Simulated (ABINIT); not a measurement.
# Sn (I4_1/amd) in ABINIT: reference runs

How does Sn come out in PBEsol? The cell is run as given.

Program: ABINIT 10.8.3 (patched build). These are calculated values, not measurements. Logs are shortened: lines on timing, memory, paths and dates and some standing lists are left out, and cuts for length are marked. The log counts tension as positive stress, the text compression.

## (1) The crystal as given

It takes space group I4_1/amd (No. 141, tetragonal). The conventional cell has a = 5.880 Å, b = 5.880 Å, c = 3.199 Å, α = 90.00°, β = 90.00°, γ = 90.00°. Sn (site symmetry -4m2) is surrounded by 6 Sn at 3.05 to 3.20 Å.

## (2) Single point, PBEsol

The input, run.abi:

```
# Pseudopotentials
pp_dirpath "./"
pseudos "Sn.upf"

# Structure
acell 8.4186437008 8.4186437008 8.4186437008
rprim
    -0.6599709438     0.6599709438     0.3589940205
     0.6599709438    -0.6599709438     0.3589940205
     0.6599709438     0.6599709438    -0.3589940205
ntypat 1
znucl 50
natom 2
typat 1 1
xred
     0.0000000000     0.0000000000     0.0000000000
     0.7500000000     0.2500000000     0.5000000000

# Plane-wave basis
ecut 36.0

# k points
kptopt 1
ngkpt 9 9 9
nshiftk 1
shiftk 0.0 0.0 0.0

# Exchange and correlation
ixc -116133

# Bands and occupations
nband 18
occopt 3
tsmear 0.05 eV

# SCF cycle
nstep 100
tolvrs 1.0e-10

# Output
iomode 3
prtwf 0
prtden 0
prteig 0
prtebands 0
```

Potentials or basis: PseudoDojo NC SR PBEsol v0.4.1 standard.

Command:

```bash
> abinit run.abi > log 2>&1
```

run.abo:

```text
.Version 10.8.3 of ABINIT
 Symmetries : space group I4_1/a m d (#141); Bravais tI (body-center tetrag.)
================================================================================
 Values of the parameters that define the memory need of the present run
     intxc =       0    ionmov =       0      iscf =       7    lmnmax =       6
     lnmax =       6     mgfft =      48  mpssoang =       3    mqgrid =    3001
     natom =       2  nloc_mem =       1    nspden =       1   nspinor =       1
    nsppol =       1      nsym =      16    n1xccc =    2501    ntypat =       1
    occopt =       3   xclevel =       2
       mpw =        3866          nfft =      110592          nkpt =          75
================================================================================
================================================================================

--------------------------------------------------------------------------------
------------- Echo of variables that govern the present computation ------------
--------------------------------------------------------------------------------
 -outvars: echo values of preprocessed input variables --------
            acell      8.4186437008E+00  8.4186437008E+00  8.4186437008E+00 Bohr
              amu      1.18710000E+02
             ecut      3.60000000E+01 Hartree
                       outvar_i_n : Printing only first  50 k-points.
              ixc     -116133
                       outvar_i_n : Printing only first  50 k-points.
         kptrlatt        9    0    0      0    9    0      0    0    9
          kptrlen      5.44003695E+01
            natom           2
            nband          18
            ngfft          48      48      48
             nkpt          75
            nstep         100
             nsym          16
           ntypat           1
                       prtocc : prtvol=0, do not print more k-points.
           occopt           3
           prtden           0
        prtebands           0
           prteig           0
            prtwf           0
            rprim     -6.5997094380E-01  6.5997094380E-01  3.5899402050E-01
                       6.5997094380E-01 -6.5997094380E-01  3.5899402050E-01
                       6.5997094380E-01  6.5997094380E-01 -3.5899402050E-01
          spgroup         141
           tolvrs      1.00000000E-10
           tsmear      1.83746611E-03 Hartree
            typat      1  1
                       outvars : Printing only first  50 k-points.
           xangst      0.0000000000E+00  0.0000000000E+00  0.0000000000E+00
                       0.0000000000E+00  2.9401404535E+00  7.9965099383E-01
            xcart      0.0000000000E+00  0.0000000000E+00  0.0000000000E+00
                       0.0000000000E+00  5.5560602287E+00  1.5111213747E+00
             xred      0.0000000000E+00  0.0000000000E+00  0.0000000000E+00
                       7.5000000000E-01  2.5000000000E-01  5.0000000000E-01
            znucl       50.00000

================================================================================

 chkinp: Checking input parameters for consistency.

================================================================================
== DATASET  1 ==================================================================

--- !DatasetInfo
iteration_state: {dtset: 1, }
dimensions: {natom: 2, nkpt: 75, mband: 18, nsppol: 1, nspinor: 1, nspden: 1, mpw: 3866, }
cutoff_energies: {ecut:  36.0, pawecutdg:  -1.0, }
electrons: {nelect:   2.80000000E+01, charge:   0.00000000E+00, occopt:   3.00000000E+00, tsmear:   1.83746611E-03, }
meta: {optdriver: 0, ionmov: 0, optcell: 0, iscf: 7, paral_kgb: 0, }
...

 Real(R)+Recip(G) space primitive vectors, cartesian coordinates (Bohr,Bohr^-1):
 R(1)= -5.5560602  5.5560602  3.0222427  G(1)=  0.0000000  0.0899918  0.1654401
 R(2)=  5.5560602 -5.5560602  3.0222427  G(2)=  0.0899918  0.0000000  0.1654401
 R(3)=  5.5560602  5.5560602 -3.0222427  G(3)=  0.0899918  0.0899918  0.0000000
 Unit cell volume ucvol=  3.7318418E+02 bohr^3
 Angles (23,13,12)=  9.74046863E+01  9.74046863E+01  1.37923144E+02 degrees

 getcut: wavevector=  0.0000  0.0000  0.0000  ngfft=  48  48  48
         ecut(hartree)=     36.000   => boxcut(ratio)=   2.11111

--- Pseudopotential description ------------------------------------------------
- pspini: atom type   1  psp file is ./Sn.upf
12 -116133 2 -1 1628                          pspcod,pspxc,lmax,lloc,mmax
     nproj     2     2     2

   1.81696805E+03                                ecore*ucvol(ha*bohr**3)
--------------------------------------------------------------------------------

================================================================================

--- !BeginCycle
iteration_state: {dtset: 1, }
solver: {iscf: 7, nstep: 100, nline: 4, wfoptalg: 0, }
tolerances: {tolvrs: 1.00E-10, }
...

     iter   Etot(hartree)      deltaE(h)  residm     vres2
 ETOT  1  -156.85212512227    -1.569E+02 6.909E-01 3.390E+00
 ETOT  2  -157.26075747873    -4.086E-01 9.925E-03 9.611E-01
 ETOT  3  -157.26084110818    -8.363E-05 1.639E-03 2.630E-01
 ETOT  4  -157.26089158229    -5.047E-05 3.317E-04 2.355E-03
 ETOT  5  -157.26089172528    -1.430E-07 4.059E-04 2.679E-05
 ETOT  6  -157.26089172960    -4.319E-09 4.846E-05 6.340E-07
 ETOT  7  -157.26089172970    -9.652E-11 8.094E-05 1.336E-08
 ETOT  8  -157.26089172969     3.041E-12 1.720E-05 1.819E-10
 ETOT  9  -157.26089172970    -7.304E-12 4.072E-05 2.053E-12

 At SCF step    9       vres2   =  2.05E-12 < tolvrs=  1.00E-10 =>converged.

 Cartesian components of stress tensor (hartree/bohr^3)
  sigma(1 1)=  4.15033624E-05  sigma(3 2)=  0.00000000E+00
  sigma(2 2)=  4.15033624E-05  sigma(3 1)=  0.00000000E+00
  sigma(3 3)=  5.50037456E-05  sigma(2 1)=  0.00000000E+00

--- !ResultsGS
iteration_state: {dtset: 1, }
comment   : Summary of ground state results
lattice_vectors:
- [ -5.5560602,   5.5560602,   3.0222427, ]
- [  5.5560602,  -5.5560602,   3.0222427, ]
- [  5.5560602,   5.5560602,  -3.0222427, ]
lattice_lengths: [   8.41864,    8.41864,    8.41864, ]
lattice_angles: [ 97.405,  97.405, 137.923, ] # degrees, (23, 13, 12)
lattice_volume:   3.7318418E+02
convergence: {deltae: -7.304E-12, res2:  2.053E-12, residm:  4.072E-05, diffor: null, }
etotal    :  -1.57260892E+02
entropy   :   0.00000000E+00
fermie    :   2.15921625E-01
cartesian_stress_tensor: # hartree/bohr^3
- [  4.15033624E-05,   0.00000000E+00,   0.00000000E+00, ]
- [  0.00000000E+00,   4.15033624E-05,   0.00000000E+00, ]
- [  0.00000000E+00,   0.00000000E+00,   5.50037456E-05, ]
pressure_GPa:  -1.3535E+00
xred      :
- [  0.0000E+00,   0.0000E+00,   0.0000E+00, Sn]
- [  7.5000E-01,   2.5000E-01,   5.0000E-01, Sn]
cartesian_forces: # hartree/bohr
- [  9.93874456E-31,   1.06486549E-30,   2.74069299E-30, ]
- [ -9.93874456E-31,  -1.06486549E-30,  -2.74069299E-30, ]
force_length_stats: {min:   3.10372727E-30, max:   3.10372727E-30, mean:   3.10372727E-30, }
...

 Integrated electronic density in atomic spheres:
 ------------------------------------------------
 Atom  Sphere_radius  Integrated_density
    1        2.00000         10.52936860
    2        2.00000         10.52936860
================================================================================

 ----iterations are completed or convergence reached----

 Mean square residual over all n,k,spin=   75.891E-09; max=  40.718E-06
 reduced coordinates (array xred) for    2 atoms
       0.000000000000      0.000000000000      0.000000000000
       0.750000000000      0.250000000000      0.500000000000
 rms dE/dt=  7.2587E-30; max dE/dt=  9.4663E-30; dE/dt below (all hartree)
    1      -0.000000000000     -0.000000000000     -0.000000000000
    2       0.000000000000      0.000000000000      0.000000000000

 cartesian coordinates (angstrom) at end:
    1      0.00000000000000     0.00000000000000     0.00000000000000
    2      0.00000000000000     2.94014045345534     0.79965099383260

 cartesian forces (hartree/bohr) at end:
    1      0.00000000000000     0.00000000000000     0.00000000000000
    2     -0.00000000000000    -0.00000000000000    -0.00000000000000
 frms,max,avg= 1.7919378E-30 2.7406930E-30   0.000E+00  0.000E+00  0.000E+00 h/b

 cartesian forces (eV/Angstrom) at end:
    1      0.00000000000000     0.00000000000000     0.00000000000000
    2     -0.00000000000000    -0.00000000000000    -0.00000000000000
 frms,max,avg= 9.2145145E-29 1.4093210E-28   0.000E+00  0.000E+00  0.000E+00 e/A
 length scales=  8.418643700800  8.418643700800  8.418643700800 bohr
              =  4.454954390153  4.454954390153  4.454954390153 angstroms
 Fermi (or HOMO) energy (hartree) =   0.21592   Average Vxc (hartree)=  -0.38973
 Eigenvalues (hartree) for nkpt=  75  k points:
 kpt#   1, nband= 18, wtk=  0.00137, kpt=  0.0000  0.0000  0.0000 (reduced coord)
  -0.57701   -0.57393   -0.57259   -0.57200   -0.56681   -0.56681   -0.56644   -0.56644
  -0.56357   -0.55972   -0.18891    0.07861    0.14488    0.14488    0.32495    0.44135
   0.44135    0.46339
      occupation numbers for kpt#   1
   2.00000    2.00000    2.00000    2.00000    2.00000    2.00000    2.00000    2.00000
   2.00000    2.00000    2.00000    2.00000    2.00000    2.00000    0.00000    0.00000
   0.00000    0.00000
 prteigrs : prtvol=0 or 1, do not print more k-points.

--- !EnergyTerms
iteration_state     : {dtset: 1, }
comment             : Components of total free energy in Hartree
kinetic             :  9.37539211348537E+01
hartree             :  3.45681097064428E+01
xc                  : -4.36227884466806E+01
Ewald energy        : -9.80376589476800E+01
psp_core            :  4.86882388995716E+00
local_psp           : -1.04454302795907E+02
non_local_psp       : -4.43367229786850E+01
internal            : -1.57260618437699E+02
'-kT*entropy'       : -2.73292003301755E-04
total_energy        : -1.57260891729702E+02
total_energy_eV     : -4.27928686624432E+03
band_energy         : -1.09717856009833E+01
...

 Cartesian components of stress tensor (hartree/bohr^3)
  sigma(1 1)=  4.15033624E-05  sigma(3 2)=  0.00000000E+00
  sigma(2 2)=  4.15033624E-05  sigma(3 1)=  0.00000000E+00
  sigma(3 3)=  5.50037456E-05  sigma(2 1)=  0.00000000E+00

-Cartesian components of stress tensor (GPa)         [Pressure= -1.3535E+00 GPa]
- sigma(1 1)=  1.22107108E+00  sigma(3 2)=  0.00000000E+00
- sigma(2 2)=  1.22107108E+00  sigma(3 1)=  0.00000000E+00
- sigma(3 3)=  1.61826607E+00  sigma(2 1)=  0.00000000E+00

== END DATASET(S) ==============================================================
================================================================================

 -outvars: echo values of variables after computation  --------
            acell      8.4186437008E+00  8.4186437008E+00  8.4186437008E+00 Bohr
           etotal     -1.5726089173E+02
            fcart      9.9387445586E-31  1.0648654884E-30  2.7406929859E-30
                      -9.9387445586E-31 -1.0648654884E-30 -2.7406929859E-30
            rprim     -6.5997094380E-01  6.5997094380E-01  3.5899402050E-01
                       6.5997094380E-01 -6.5997094380E-01  3.5899402050E-01
                       6.5997094380E-01  6.5997094380E-01 -3.5899402050E-01
           strten      4.1503362352E-05  4.1503362352E-05  5.5003745578E-05
                       0.0000000000E+00  0.0000000000E+00  0.0000000000E+00
           xangst      0.0000000000E+00  0.0000000000E+00  0.0000000000E+00
                       0.0000000000E+00  2.9401404535E+00  7.9965099383E-01
             xred      0.0000000000E+00  0.0000000000E+00  0.0000000000E+00
                       7.5000000000E-01  2.5000000000E-01  5.0000000000E-01
 Calculation completed.
```

Wall time 3.2 min (1 thread of Intel Xeon Platinum 8375C at 2.90GHz (Ice Lake), shared host); peak memory 0.16 GiB.

Results:

| Property | Result |
| --- | --- |
| Free energy | -4279.2869 eV |
| Pressure | -1.4 GPa |
| Band gap on the k mesh | none (metal or under the smearing width) |
| Valence electrons inside the program's atomic spheres | Sn 10.53 (radii [1.0584] Å) |

Stress tensor (GPa, compression positive):
```
-1.22  0.00  0.00
 0.00 -1.22  0.00
 0.00  0.00 -1.62
```

Levels at points of the mesh, in eV from the Fermi level:
```tsv
k point	band 12	band 13	band 14	band 15	band 16	band 17
(0.00, 0.00, 0.00)	-3.74	-1.93	-1.93	2.97	6.13	6.13
```
